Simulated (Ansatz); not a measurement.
Wurtzite BeO was calculated with G0W0@PBE in Ansatz (hard PAW, contour deformation).

The same calculation (at the measured cell, 6.903 Å³/atom) with different numerical settings; throughout: k mesh 3×3×2:

```tsv
run	response cutoff (eV)	empty bands	quasiparticle gap on the mesh (eV)	quasiparticle gap at Γ (eV)	rough time
1	100	115	10.087	10.087	8 core-s
2	150	212	10.302	10.302	20 core-s
3	200	326	10.421	10.421	30 core-s
4	250	455	10.489	10.489	60 core-s
5	300	599	10.525	10.525	2 core-min
6	400	921	10.563	10.563	4 core-min
7	500	1288	…	…	8 core-min
```

**Question.** Some entries are withheld; supply them.

**Answer.** 
- 7, quasiparticle gap on the mesh (eV): 10.582
- 7, quasiparticle gap at Γ (eV): 10.582

In the column quasiparticle gap on the mesh (eV) the first row differs from the last by -0.495 and the next to last by -0.019.

The last row is no converged limit: other settings stay fixed.

Ansatz is a first-principles code.
